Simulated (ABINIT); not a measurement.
# CdS (Greenockite) (P6_3mc) in ABINIT: a series of runs, part 3 of 3

ABINIT 10.8.3 (patched build). Earlier steps stand in the parts before.

## 5. Band structure, LDA-PZ

File run.abi:

```
# Datasets: ground state, then fixed potential
ndtset 2

# Pseudopotentials
pp_dirpath "./"
pseudos "Cd.LDA_PW-JTH.xml, S.LDA_PW-JTH.xml"

# Structure
acell 3*1.0 Angstrom
rprim
     4.1500000000     0.0000000000     0.0000000000
    -2.0750000000     3.5940054257     0.0000000000
     0.0000000000     0.0000000000     6.7370000000
ntypat 2
znucl 48 16
natom 4
typat 1 1 2 2
xcart
     3.9211817090     2.2638953148     6.3655424508
    -0.0000000004     4.5277906302     0.0000000000
     3.9211817090     2.2638953148    11.1396992889
    -0.0000000004     4.5277906302     4.7741568381

# Plane-wave basis
ecut 20.0
pawecutdg 40.0

# Exchange and correlation
ixc 2

# Bands and occupations
occopt 3
tsmear 0.00183747

# SCF cycle
nstep 100

# Output
iomode 3
prtwf 0
prteig 0
prtebands 0
enunit 2
prtden1 1

# Dataset 1
kptopt1 1
ngkpt1 7 7 4
nshiftk1 1
shiftk1 0.0 0.0 0.0
nband1 22
tolvrs1 1.0e-9

# Dataset 2: bands along G-M-K-G-A-L-H-A
iscf2 -2
getden2 1
nband2 26
nbdbuf2 2
tolwfr2 1.0e-12
kptopt2 -7
ndivsm2 8
prteig2 1
prtvol2 -3
kptbounds2
     0.0000000000     0.0000000000     0.0000000000
     0.5000000000     0.0000000000     0.0000000000
     0.3333333333     0.3333333333     0.0000000000
     0.0000000000     0.0000000000     0.0000000000
     0.0000000000     0.0000000000     0.5000000000
     0.5000000000     0.0000000000     0.5000000000
     0.3333333333     0.3333333333     0.5000000000
     0.0000000000     0.0000000000     0.5000000000
```

Potentials or basis: JTH PAW LDA v2.0.

Started as:

```
> abinit run.abi > log 2>&1
```

run.abo:

```text
.Version 10.8.3 of ABINIT
 DATASET    1 : space group P6_3 m c (#186); Bravais hP (primitive hexag.)
================================================================================
 Values of the parameters that define the memory need for DATASET  1.
     intxc =       0    ionmov =       0      iscf =      17    lmnmax =      18
     lnmax =       6     mgfft =      54  mpssoang =       3    mqgrid =    3625
     natom =       4  nloc_mem =       2    nspden =       1   nspinor =       1
    nsppol =       1      nsym =      12    n1xccc =       1    ntypat =       2
    occopt =       3   xclevel =       1
       mpw =        2922          nfft =       55296          nkpt =          24
 PAW method is used; the additional fine FFT grid is defined by:
   mgfftf=        75    nfftf =    172800
================================================================================
================================================================================

 DATASET    2 : space group P6_3 m c (#186); Bravais hP (primitive hexag.)
================================================================================
 Values of the parameters that define the memory need for DATASET  2.
     intxc =       0    ionmov =       0      iscf =      -2    lmnmax =      18
     lnmax =       6     mgfft =      54  mpssoang =       3    mqgrid =    3625
     natom =       4  nloc_mem =       2    nspden =       1   nspinor =       1
    nsppol =       1      nsym =      12    n1xccc =       1    ntypat =       2
    occopt =       3   xclevel =       1
       mpw =        2924          nfft =       55296          nkpt =          91
 PAW method is used; the additional fine FFT grid is defined by:
   mgfftf=        75    nfftf =    172800
================================================================================
================================================================================

--------------------------------------------------------------------------------
[... 1767 lines left out ...]
   0.36393    0.36393
 Eigenvalues (   eV  ) for nkpt=  91  k points:
 kpt#   1, nband= 26, wtk=  1.00000, kpt=  0.0000  0.0000  0.0000 (reduced coord)
  -9.02495   -8.57524   -4.41898   -4.39580   -4.39580   -4.31005   -4.31005   -3.99342
  -3.99342   -3.90150   -3.90150   -3.56692   -1.17569    2.50637    2.50637    3.23818
   3.28545    3.28545    4.17373    5.80631    9.53877    9.53877    9.86758   10.66412
  10.66412   10.69016
 kpt#   2, nband= 26, wtk=  1.00000, kpt=  0.0333  0.0000  0.0000 (reduced coord)
  -9.02079   -8.57338   -4.41762   -4.39415   -4.39311   -4.30839   -4.30775   -3.99433
  -3.99350   -3.90352   -3.90111   -3.56393   -1.16778    2.45256    2.49149    3.16980
   3.23115    3.27745    4.28585    5.85913    9.48764    9.55672    9.89008   10.61429
  10.68827   10.69196
 kpt#   3, nband= 26, wtk=  1.00000, kpt=  0.0667  0.0000  0.0000 (reduced coord)
  -9.00844   -8.56793   -4.41346   -4.38931   -4.38516   -4.30335   -4.30097   -3.99703
  -3.99364   -3.90921   -3.89998   -3.55525   -1.14429    2.30140    2.44811    2.92042
   3.20587    3.25364    4.52912    6.00551    9.35345    9.60874    9.94785   10.51217
  10.66387   10.75967
 kpt#   4, nband= 26, wtk=  1.00000, kpt=  0.1000  0.0000  0.0000 (reduced coord)
  -8.98832   -8.55919   -4.40640   -4.38162   -4.37208   -4.29475   -4.28994   -4.00140
[... 424 lines left out ...]
  -8.78401   -8.78386   -4.35327   -4.35325   -4.35165   -4.35164   -4.19513   -4.19512
  -3.94114   -3.94114   -3.93775   -3.93775    0.72496    0.72501    2.71789    2.71799
   2.83156    2.83167    6.04881    6.04885    9.04571    9.04572    9.95764    9.95766
  10.00260   10.00263
 kpt#  90, nband= 26, wtk=  1.00000, kpt=  0.0196  0.0196  0.5000 (reduced coord)
  -8.79357   -8.79341   -4.35831   -4.35829   -4.35790   -4.35788   -4.19890   -4.19889
  -3.94124   -3.94124   -3.94044   -3.94043    0.73720    0.73725    2.83721    2.83732
   2.86875    2.86885    5.91539    5.91542    9.17394    9.17396    9.92204    9.92206
   9.92769    9.92771
 kpt#  91, nband= 26, wtk=  1.00000, kpt=  0.0000  0.0000  0.5000 (reduced coord)
  -8.79680   -8.79665   -4.36003   -4.36003   -4.36001   -4.36001   -4.20017   -4.20015
  -3.94128   -3.94128   -3.94128   -3.94128    0.74077    0.74083    2.88112    2.88112
   2.88122    2.88122    5.86696    5.86700    9.22484    9.22487    9.90295    9.90295
   9.90299    9.90299

== END DATASET(S) ==============================================================
================================================================================

 -outvars: echo values of variables after computation  --------
            acell      1.8897261259E+00  1.8897261259E+00  1.8897261259E+00 Bohr
           etotal1    -1.1617856638E+02
            fcart1    -3.2188700787E-29 -1.6106267722E-29 -1.2105261607E-03
                       3.6480527559E-29  2.3539929748E-29 -1.2105261607E-03
                       2.1459133858E-30 -1.6106267722E-29  1.2105261607E-03
                      -6.4377401574E-30  8.6726056967E-30  1.2105261607E-03
            rprim      4.1500000000E+00  0.0000000000E+00  0.0000000000E+00
                      -2.0750000000E+00  3.5940054257E+00  0.0000000000E+00
                       0.0000000000E+00  0.0000000000E+00  6.7370000000E+00
           strten1     1.1298118246E-04  1.1298118247E-04  9.3471603886E-05
                       0.0000000000E+00  0.0000000000E+00  0.0000000000E+00
           xangst      2.0749999993E+00  1.1980018073E+00  3.3685000000E+00
                      -7.0344795865E-10  2.3960036159E+00  0.0000000000E+00
                       2.0749999993E+00  1.1980018073E+00  5.8948749983E+00
                      -7.0344795865E-10  2.3960036159E+00  2.5263749983E+00
             xred      6.6666666633E-01  3.3333333299E-01  5.0000000000E-01
                       3.3333333299E-01  6.6666666633E-01  0.0000000000E+00
                       6.6666666633E-01  3.3333333299E-01  8.7499999975E-01
                       3.3333333299E-01  6.6666666633E-01  3.7499999975E-01
 Calculation completed.
```

Wall time 7.6 min (1 thread of Arm Neoverse V2, shared host); peak memory 0.21 GiB.

Results:

```
Free energy                                           : -3161.3798 eV
Largest force                                         : 0.062 eV/Å
Band gap on the k mesh                                : 0.89 eV, direct
Valence electrons inside the program's atomic spheres : Cd 10.48; S 3.55
```

Forces on the atoms (eV/Å):
```
Cd   0.000  0.000 -0.062
Cd   0.000  0.000 -0.062
S    0.000  0.000  0.062
S    0.000  0.000  0.062
```

Levels at the corners of the path, in eV from the valence-band top:
```
point  band 14  band 15  band 16  band 17  band 18  band 19  band 20  band 21  band 22  band 23
    Γ    -0.78    -0.78    -0.05     0.00     0.00     0.89     2.52     6.25     6.25     6.58
    M    -3.58    -2.70    -1.90    -1.33    -0.75     3.47     3.65     4.90     6.14     6.81
    K    -3.76    -3.14    -1.89    -1.89    -1.64     4.41     4.88     4.88     6.89     7.22
    Γ    -0.78    -0.78    -0.05     0.00     0.00     0.89     2.52     6.25     6.25     6.58
    A    -2.54    -0.40    -0.40    -0.40    -0.40     2.58     2.58     5.94     5.94     6.62
    L    -4.20    -1.36    -1.36    -1.35    -1.35     3.22     3.22     5.18     5.18     7.60
    H    -4.09    -2.46    -2.46    -1.14    -1.14     4.16     4.16     5.86     5.86     6.25
    A    -2.54    -0.40    -0.40    -0.40    -0.40     2.58     2.58     5.94     5.94     6.62
```

## 6. Summary

```csv
level,potentials or basis,gap on the mesh (eV),largest force (eV/Å)
RPBE,JTH PAW PBE v2.0,1.36,0.07
WC,JTH PAW PBE v2.0,1.02,0.07
PBE,JTH PAW PBE v2.0,1.18,0.07
LDA-PZ,JTH PAW LDA v2.0,0.89,0.06
```

Alike in all rows: task band structure; no spin polarisation; cell as given; k mesh 7 × 7 × 4; cutoff (eV) 544; smearing fermi-dirac 0.05 eV.

Caveats: the PAW data sets were made with another functional, which shifts forces and pressure a little (some runs).

Total energies depend on the potentials used, so only differences within one code and one set of settings carry meaning.

## 7. Against experiment

Step 2. A measured gap of CdS is 2.5809 eV (quoted in “Isotope dependence of band-gap energy”, 2008, arxiv:0807.2152); the calculated 1.36 eV misses it by -1.22 eV. Spin-orbit coupling on Cd is left out. The value is that of RPBE, without temperature or zero-point motion. Semilocal functionals fall short of measured gaps as a rule.

Step 3. Against the measured gap of CdS, 2.5809 eV (quoted in “Isotope dependence of band-gap energy”, 2008, arxiv:0807.2152), the calculated 1.02 eV is off by -1.56 eV. So large a miss can be the level of theory's own, or it may mean another phase, state or a wrong row. Spin-orbit coupling on Cd is left out. The value is that of WC, without temperature or zero-point motion. Semilocal functionals fall short of measured gaps as a rule.

Step 4. Measured gap of CdS: 2.5809 eV (quoted in “Isotope dependence of band-gap energy”, 2008, arxiv:0807.2152). This calculation gives 1.18 eV (-1.40 eV). So large a miss can be the level of theory's own, or it may mean another phase, state or a wrong row. Spin-orbit coupling on Cd is left out. The value is that of PBE, without temperature or zero-point motion. Semilocal functionals fall short of measured gaps as a rule.

Step 5. Against the measured gap of CdS, 2.5809 eV (quoted in “Isotope dependence of band-gap energy”, 2008, arxiv:0807.2152), the calculated 0.89 eV is off by -1.69 eV. So large a miss can be the level of theory's own, or it may mean another phase, state or a wrong row. Spin-orbit coupling on Cd is left out. The value is that of LDA-PZ, without temperature or zero-point motion. Semilocal functionals fall short of measured gaps as a rule.
